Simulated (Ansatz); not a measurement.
# Aluminium, fcc under r²SCAN: testing the Gaussian smearing

Aim: find which Gaussian smearing width is enough for energy and pressure. The geometry was relaxed under r²SCAN beforehand and stays fixed; 7 values are run, from 0.01 to 1.0 eV. Wanted are the values from which on the energy stays within 10 and 1 meV/atom, and the pressure within 0.5 GPa, of the narrowest run. Within the series other settings stay, but some runs also write fields, which adds to their time. Spin polarisation is left out.

Method: DFT r²SCAN, plane waves with PAW, scalar-relativistic, in Ansatz 0.2.0.

## 1. The structure to begin with

Symmetry: Fm-3m, No. 225, cubic system. The conventional cell has a = 3.993 Å, b = 3.993 Å, c = 3.993 Å, α = 90.00°, β = 90.00°, γ = 90.00°. Al (site symmetry m-3m) is surrounded by 12 Al at 2.82 Å.

Coordinates:

```
Al
1.0
     0.00000    1.99669    1.99669
     1.99669    0.00000    1.99669
     1.99669    1.99669    0.00000
Al
1
Direct
  0.00000 0.00000 0.00000
```

## 2. Width 0.01 eV

The run at 0.01 eV.

input.yaml

```yaml
crystal:
  lattice:
    - [0.0, 1.9966927595, 1.9966927595]
    - [1.9966927595, 0.0, 1.9966927595]
    - [1.9966927595, 1.9966927595, 0.0]
  atoms:
    - { symbol: Al, position: [0.0, 0.0, 0.0] }
hamiltonian:
  xc: r2scan
  pseudopotentials:
    kind: paw
    azcp:
      Al: "pseudopotentials/Al.paw.azcp"
basis:
  ecutwfc: 500
  fft_grid_basis: typed
kpoints:
  mp_grid: { grid: [14, 14, 14], shift: [0, 0, 0] }
magnetization:
  spin_polarized: false
scf:
  occupations: { method: gaussian, width: 0.01 }
  lower_state_search: "off"
output:
  stress: true
```

Command:

```bash
$ ansatz run input.yaml --threads 2 --pin off --max-ram 5120MiB --backend cpu --events-out ev --progress --plain --runs-dir out
```

Output, cut to the lines that bear on the results:

```text
Warning: RAYON_NUM_THREADS=2 ignored (pool sized by the plan → 2); use --threads N
[...]
Pseudopotentials: kind: paw
Pseudopotential: Al, paw, valence charge 3, recommended cutoff 500 eV (meta_gga), <dir>
Functional definition: r2SCAN
[...]
Crystal: 1 atoms, lattice volume = 15.921 Å³
Basis set: ecut = 500 eV, 411 PW (Γ), exchange–correlation on 96×96×96 points (64 copies of the dense FFT grid, shifted against one another)
Bands: 6, of which v1, the nominal top of the filled ones, is band 2 counted from 1 (1 counted from 0)
Symmetry: 48 space group operations
Space group: Fm-3m (ITA 225), of the structure as read, at distance tolerance 2.5e-5 Å
k-points: 104 of 2744
[...]
SCF iter   1: F=-540.404840 eV  HF=-540.397529 eV  |F-HF|=7.31e-3  |Δ(HF+E_count)|=         —  Δρ=3.55e-3  dr2=2.23e-3  dr2_τ=4.98e-3  ethr=1.77e-3  ⟨swp⟩=5.1  Hψ=5677  notcnv=0
[...]
SCF iter   6: F=-540.405496 eV  HF=-540.405496 eV  |F-HF|=9.58e-10  |Δ(HF+E_count)|=   1.82e-8  Δρ=1.28e-5  dr2=2.69e-8  dr2_τ=3.10e-11  ethr=3.33e-9  ⟨swp⟩=2.9  Hψ=1740  notcnv=0
[...]
SCF converged after 6 iterations
Free energy (F): -540.405496 eV
[...]
E sigma→0 (E₀):  -540.405477 eV
Entropy (-TS):   -0.000037 eV (-0.037 meV/atom)
Fermi energy:    8.362888 eV
[...]
--- Stress (GPa, compression-positive) ---
       -0.456360      -0.000000       0.000000
       -0.000000      -0.456360      -0.000000
        0.000000       0.000000      -0.456360
  P = ⅓ Tr σ = -0.4564 GPa (-4.564 kbar)
```

Run time: 0.89 s. Hardware: 2 threads of Arm Neoverse V2, shared host; peak memory 0.31 GiB.

## 3. Width 0.03 eV

The run at 0.03 eV.

input.yaml, as its differences from that of step 2:

```diff
@@ -21,3 +21,3 @@
 scf:
-  occupations: { method: gaussian, width: 0.01 }
+  occupations: { method: gaussian, width: 0.03 }
   lower_state_search: "off"
```

Command:

```bash
$ ansatz run input.yaml --threads 2 --pin off --max-ram 5120MiB --backend cpu --events-out ev --progress --plain --runs-dir out
```

Output, cut to the lines that bear on the results:

```text
Warning: RAYON_NUM_THREADS=2 ignored (pool sized by the plan → 2); use --threads N
[...]
Pseudopotentials: kind: paw
Pseudopotential: Al, paw, valence charge 3, recommended cutoff 500 eV (meta_gga), <dir>
Functional definition: r2SCAN
[...]
Crystal: 1 atoms, lattice volume = 15.921 Å³
Basis set: ecut = 500 eV, 411 PW (Γ), exchange–correlation on 96×96×96 points (64 copies of the dense FFT grid, shifted against one another)
Bands: 6, of which v1, the nominal top of the filled ones, is band 2 counted from 1 (1 counted from 0)
Symmetry: 48 space group operations
Space group: Fm-3m (ITA 225), of the structure as read, at distance tolerance 2.5e-5 Å
k-points: 104 of 2744
[...]
SCF iter   1: F=-540.405030 eV  HF=-540.397725 eV  |F-HF|=7.31e-3  |Δ(HF+E_count)|=         —  Δρ=3.55e-3  dr2=2.23e-3  dr2_τ=4.98e-3  ethr=1.77e-3  ⟨swp⟩=5.0  Hψ=5634  notcnv=0
[...]
SCF iter   6: F=-540.405635 eV  HF=-540.405635 eV  |F-HF|=8.70e-10  |Δ(HF+E_count)|=   2.10e-8  Δρ=1.14e-5  dr2=2.13e-8  dr2_τ=2.58e-11  ethr=3.33e-9  ⟨swp⟩=2.8  Hψ=1733  notcnv=0
[...]
SCF converged after 6 iterations
Free energy (F): -540.405635 eV
[...]
E sigma→0 (E₀):  -540.405480 eV
Entropy (-TS):   -0.000310 eV (-0.310 meV/atom)
Fermi energy:    8.360349 eV
[...]
--- Stress (GPa, compression-positive) ---
       -0.400843       0.000000      -0.000000
        0.000000      -0.400843      -0.000000
        0.000000      -0.000000      -0.400843
  P = ⅓ Tr σ = -0.4008 GPa (-4.008 kbar)
```

Wall time 0.89 s (2 threads of Arm Neoverse V2, shared host); peak memory 0.31 GiB.

## 4. Width 0.1 eV

The run at 0.1 eV.

input.yaml, as its differences from that of step 3:

```diff
@@ -21,3 +21,3 @@
 scf:
-  occupations: { method: gaussian, width: 0.03 }
+  occupations: { method: gaussian, width: 0.1 }
   lower_state_search: "off"
@@ -25 +25,5 @@
   stress: true
+  write_density: true
+  write_potential: true
+  elf: true
+  volumetric_format: npy
```

Command:

```bash
$ ansatz run input.yaml --threads 2 --pin off --max-ram 5120MiB --backend cpu --events-out ev --progress --plain --runs-dir out
```

Output, cut to the lines that bear on the results:

```text
Warning: RAYON_NUM_THREADS=2 ignored (pool sized by the plan → 2); use --threads N
[...]
Pseudopotentials: kind: paw
Pseudopotential: Al, paw, valence charge 3, recommended cutoff 500 eV (meta_gga), <dir>
Functional definition: r2SCAN
[...]
Crystal: 1 atoms, lattice volume = 15.921 Å³
Basis set: ecut = 500 eV, 411 PW (Γ), exchange–correlation on 96×96×96 points (64 copies of the dense FFT grid, shifted against one another)
Bands: 6, of which v1, the nominal top of the filled ones, is band 2 counted from 1 (1 counted from 0)
Symmetry: 48 space group operations
Space group: Fm-3m (ITA 225), of the structure as read, at distance tolerance 2.5e-5 Å
k-points: 104 of 2744
[...]
SCF iter   1: F=-540.406201 eV  HF=-540.398888 eV  |F-HF|=7.31e-3  |Δ(HF+E_count)|=         —  Δρ=3.56e-3  dr2=2.25e-3  dr2_τ=4.98e-3  ethr=1.77e-3  ⟨swp⟩=4.8  Hψ=5412  notcnv=0
[...]
SCF iter   6: F=-540.406784 eV  HF=-540.406784 eV  |F-HF|=7.90e-10  |Δ(HF+E_count)|=   2.45e-8  Δρ=9.96e-6  dr2=1.60e-8  dr2_τ=2.11e-11  ethr=3.33e-9  ⟨swp⟩=7.4  Hψ=3101  notcnv=0
[...]
SCF converged after 6 iterations
Free energy (F): -540.406784 eV
[...]
E sigma→0 (E₀):  -540.405750 eV
Entropy (-TS):   -0.002068 eV (-2.068 meV/atom)
Fermi energy:    8.336106 eV
[...]
--- Stress (GPa, compression-positive) ---
       -0.367678       0.000000       0.000000
        0.000000      -0.367678      -0.000000
       -0.000000      -0.000000      -0.367678
  P = ⅓ Tr σ = -0.3677 GPa (-3.677 kbar)
--- Band table (eV; the first three rows and the last of 104) ---
  k-point 0: bands = ["-3.7425", "21.8339", "21.8339", "21.8339", "24.0882", "24.0882"]
[...]
```

It took 1.1 s on 2 threads of Arm Neoverse V2, shared host; peak memory 0.31 GiB.

## 5. Width 0.2 eV

The run at 0.2 eV.

input.yaml, as its differences from that of step 4:

```diff
@@ -21,3 +21,3 @@
 scf:
-  occupations: { method: gaussian, width: 0.1 }
+  occupations: { method: gaussian, width: 0.2 }
   lower_state_search: "off"
@@ -25,5 +25 @@
   stress: true
-  write_density: true
-  write_potential: true
-  elf: true
-  volumetric_format: npy
```

Command:

```bash
$ ansatz run input.yaml --threads 2 --pin off --max-ram 5120MiB --backend cpu --events-out ev --progress --plain --runs-dir out
```

Output, cut to the lines that bear on the results:

```text
Warning: RAYON_NUM_THREADS=2 ignored (pool sized by the plan → 2); use --threads N
[...]
Pseudopotentials: kind: paw
Pseudopotential: Al, paw, valence charge 3, recommended cutoff 500 eV (meta_gga), <dir>
Functional definition: r2SCAN
[...]
Crystal: 1 atoms, lattice volume = 15.921 Å³
Basis set: ecut = 500 eV, 411 PW (Γ), exchange–correlation on 96×96×96 points (64 copies of the dense FFT grid, shifted against one another)
Bands: 6, of which v1, the nominal top of the filled ones, is band 2 counted from 1 (1 counted from 0)
Symmetry: 48 space group operations
Space group: Fm-3m (ITA 225), of the structure as read, at distance tolerance 2.5e-5 Å
k-points: 104 of 2744
[...]
SCF iter   1: F=-540.409050 eV  HF=-540.401839 eV  |F-HF|=7.21e-3  |Δ(HF+E_count)|=         —  Δρ=3.50e-3  dr2=2.18e-3  dr2_τ=4.97e-3  ethr=1.77e-3  ⟨swp⟩=4.6  Hψ=5237  notcnv=0
[...]
SCF iter   6: F=-540.409627 eV  HF=-540.409627 eV  |F-HF|=8.00e-10  |Δ(HF+E_count)|=   2.41e-8  Δρ=1.01e-5  dr2=1.66e-8  dr2_τ=2.20e-11  ethr=3.33e-9  ⟨swp⟩=2.7  Hψ=1744  notcnv=0
[...]
SCF converged after 6 iterations
Free energy (F): -540.409627 eV
[...]
E sigma→0 (E₀):  -540.405883 eV
Entropy (-TS):   -0.007488 eV (-7.488 meV/atom)
Fermi energy:    8.328751 eV
[...]
--- Stress (GPa, compression-positive) ---
       -0.258562       0.000000      -0.000000
       -0.000000      -0.258562       0.000000
        0.000000      -0.000000      -0.258562
  P = ⅓ Tr σ = -0.2586 GPa (-2.586 kbar)
```

It took 0.87 s on 2 threads of Arm Neoverse V2, shared host; peak memory 0.31 GiB.

## 6. Width 0.3 eV

The run at 0.3 eV.

input.yaml, as its differences from that of step 5:

```diff
@@ -21,3 +21,3 @@
 scf:
-  occupations: { method: gaussian, width: 0.2 }
+  occupations: { method: gaussian, width: 0.3 }
   lower_state_search: "off"
```

Command:

```bash
$ ansatz run input.yaml --threads 2 --pin off --max-ram 5120MiB --backend cpu --events-out ev --progress --plain --runs-dir out
```

Output, cut to the lines that bear on the results:

```text
Warning: RAYON_NUM_THREADS=2 ignored (pool sized by the plan → 2); use --threads N
[...]
Pseudopotentials: kind: paw
Pseudopotential: Al, paw, valence charge 3, recommended cutoff 500 eV (meta_gga), <dir>
Functional definition: r2SCAN
[...]
Crystal: 1 atoms, lattice volume = 15.921 Å³
Basis set: ecut = 500 eV, 411 PW (Γ), exchange–correlation on 96×96×96 points (64 copies of the dense FFT grid, shifted against one another)
Bands: 6, of which v1, the nominal top of the filled ones, is band 2 counted from 1 (1 counted from 0)
Symmetry: 48 space group operations
Space group: Fm-3m (ITA 225), of the structure as read, at distance tolerance 2.5e-5 Å
k-points: 104 of 2744
[...]
SCF iter   1: F=-540.413813 eV  HF=-540.406712 eV  |F-HF|=7.10e-3  |Δ(HF+E_count)|=         —  Δρ=3.43e-3  dr2=2.09e-3  dr2_τ=4.96e-3  ethr=1.77e-3  ⟨swp⟩=4.6  Hψ=5133  notcnv=0
[...]
SCF iter   6: F=-540.414393 eV  HF=-540.414393 eV  |F-HF|=8.76e-10  |Δ(HF+E_count)|=   2.55e-8  Δρ=1.05e-5  dr2=1.77e-8  dr2_τ=2.36e-11  ethr=3.33e-9  ⟨swp⟩=2.7  Hψ=1756  notcnv=0
[...]
SCF converged after 6 iterations
Free energy (F): -540.414393 eV
[...]
E sigma→0 (E₀):  -540.405676 eV
Entropy (-TS):   -0.017435 eV (-17.435 meV/atom)
Fermi energy:    8.337588 eV
[...]
--- Stress (GPa, compression-positive) ---
       -0.130637      -0.000000      -0.000000
        0.000000      -0.130637      -0.000000
       -0.000000      -0.000000      -0.130637
  P = ⅓ Tr σ = -0.1306 GPa (-1.306 kbar)
```

Wall time 0.87 s (2 threads of Arm Neoverse V2, shared host); peak memory 0.31 GiB.

## 7. Width 0.6 eV

The run at 0.6 eV.

input.yaml, as its differences from that of step 6:

```diff
@@ -21,3 +21,3 @@
 scf:
-  occupations: { method: gaussian, width: 0.3 }
+  occupations: { method: gaussian, width: 0.6 }
   lower_state_search: "off"
```

Command:

```bash
$ ansatz run input.yaml --threads 2 --pin off --max-ram 5120MiB --backend cpu --events-out ev --progress --plain --runs-dir out
```

Output, cut to the lines that bear on the results:

```text
Warning: RAYON_NUM_THREADS=2 ignored (pool sized by the plan → 2); use --threads N
[...]
Pseudopotentials: kind: paw
Pseudopotential: Al, paw, valence charge 3, recommended cutoff 500 eV (meta_gga), <dir>
Functional definition: r2SCAN
[...]
Crystal: 1 atoms, lattice volume = 15.921 Å³
Basis set: ecut = 500 eV, 411 PW (Γ), exchange–correlation on 96×96×96 points (64 copies of the dense FFT grid, shifted against one another)
Bands: 6, of which v1, the nominal top of the filled ones, is band 2 counted from 1 (1 counted from 0)
Symmetry: 48 space group operations
Space group: Fm-3m (ITA 225), of the structure as read, at distance tolerance 2.5e-5 Å
k-points: 104 of 2744
[...]
SCF iter   1: F=-540.440170 eV  HF=-540.433327 eV  |F-HF|=6.84e-3  |Δ(HF+E_count)|=         —  Δρ=3.28e-3  dr2=1.90e-3  dr2_τ=4.96e-3  ethr=1.77e-3  ⟨swp⟩=4.9  Hψ=5072  notcnv=0
[...]
SCF iter   6: F=-540.440775 eV  HF=-540.440775 eV  |F-HF|=1.12e-9  |Δ(HF+E_count)|=   3.04e-8  Δρ=1.13e-5  dr2=2.06e-8  dr2_τ=2.82e-11  ethr=3.33e-9  ⟨swp⟩=2.7  Hψ=1787  notcnv=0
[...]
SCF converged after 6 iterations
Free energy (F): -540.440775 eV
[...]
E sigma→0 (E₀):  -540.406002 eV
Entropy (-TS):   -0.069547 eV (-69.547 meV/atom)
Fermi energy:    8.346328 eV
[...]
--- Stress (GPa, compression-positive) ---
        0.243915       0.000000       0.000000
        0.000000       0.243915      -0.000000
        0.000000       0.000000       0.243915
  P = ⅓ Tr σ = 0.2439 GPa (2.439 kbar)
```

It took 0.88 s on 2 threads of Arm Neoverse V2, shared host; peak memory 0.31 GiB.

## 8. Width 1.0 eV

The run at 1.0 eV.

input.yaml, as its differences from that of step 7:

```diff
@@ -21,3 +21,3 @@
 scf:
-  occupations: { method: gaussian, width: 0.6 }
+  occupations: { method: gaussian, width: 1.0 }
   lower_state_search: "off"
```

Command:

```bash
$ ansatz run input.yaml --threads 2 --pin off --max-ram 5120MiB --backend cpu --events-out ev --progress --plain --runs-dir out
```

Output, cut to the lines that bear on the results:

```text
Warning: RAYON_NUM_THREADS=2 ignored (pool sized by the plan → 2); use --threads N
[...]
Pseudopotentials: kind: paw
Pseudopotential: Al, paw, valence charge 3, recommended cutoff 500 eV (meta_gga), <dir>
Functional definition: r2SCAN
[...]
Crystal: 1 atoms, lattice volume = 15.921 Å³
Basis set: ecut = 500 eV, 411 PW (Γ), exchange–correlation on 96×96×96 points (64 copies of the dense FFT grid, shifted against one another)
Bands: 6, of which v1, the nominal top of the filled ones, is band 2 counted from 1 (1 counted from 0)
Symmetry: 48 space group operations
Space group: Fm-3m (ITA 225), of the structure as read, at distance tolerance 2.5e-5 Å
k-points: 104 of 2744
[...]
SCF iter   1: F=-540.500426 eV  HF=-540.493793 eV  |F-HF|=6.63e-3  |Δ(HF+E_count)|=         —  Δρ=3.16e-3  dr2=1.77e-3  dr2_τ=4.98e-3  ethr=1.77e-3  ⟨swp⟩=5.0  Hψ=5062  notcnv=0
[...]
SCF iter   6: F=-540.501024 eV  HF=-540.501024 eV  |F-HF|=1.35e-9  |Δ(HF+E_count)|=   3.46e-8  Δρ=1.20e-5  dr2=2.32e-8  dr2_τ=3.21e-11  ethr=3.33e-9  ⟨swp⟩=2.8  Hψ=1815  notcnv=0
[...]
SCF converged after 6 iterations
Free energy (F): -540.501024 eV
[...]
E sigma→0 (E₀):  -540.408395 eV
Entropy (-TS):   -0.185256 eV (-185.256 meV/atom)
Fermi energy:    8.335139 eV
[...]
--- Stress (GPa, compression-positive) ---
        0.734124      -0.000000      -0.000000
       -0.000000       0.734124       0.000000
        0.000000      -0.000000       0.734124
  P = ⅓ Tr σ = 0.7341 GPa (7.341 kbar)
```

It took 0.89 s on 2 threads of Arm Neoverse V2, shared host; peak memory 0.31 GiB.

## 9. All values side by side

Energies count from the run at 0.01 eV.

```
smearing (eV)  F (meV/atom)  E(σ → 0) (meV/atom)  P (GPa)  SCF cycles  CPU time
         0.01          0.00                 0.00    -0.46           6     1.6 s
         0.03         -0.14                 0.00    -0.40           6     1.6 s
          0.1         -1.29                -0.27    -0.37           6     2.1 s
          0.2         -4.13                -0.41    -0.26           6     1.6 s
          0.3         -8.90                -0.20    -0.13           6     1.6 s
          0.6        -35.28                -0.52     0.24           6     1.6 s
          1.0        -95.53                -2.92     0.73           6     1.6 s
```

## 10. Summary of results

| quantity | value |
| --- | --- |
| E(σ → 0) stays within 10 meV/atom of 0.01 eV | up to 1.0 eV |
| E(σ → 0) stays within 1 meV/atom | up to 0.6 eV |
| pressure stays within 0.5 GPa | up to 0.3 eV |
| pressure at 0.01 eV | -0.46 GPa |
| energy of a separate run on a finer mesh (22×22×22) | -6.5 meV/atom from 0.01 eV |

What this shows: At 1.0 eV the energy differs by -2.9 meV/atom and the pressure by +1.2 GPa. The free energy F moves by -95.5 meV/atom over the range, and the estimate for σ → 0 by -2.9. In theory F falls as the square of the width under this scheme, but here the ratio is not steady: the mesh at narrow widths, or a density of states that varies over the wide ones, can both cause that. The mesh (14×14×14) is fixed, so the narrowest widths carry a k-point error of their own. The yardstick itself is unsettled by 6.5 meV/atom against the finer mesh, so the thresholds above hold only within this series, and wider smearing, which averages over more states, can land nearer the fine-mesh value than the narrowest does. The cell taken over is 4 % smaller than the measured one (16.60 Å³/atom, COD).
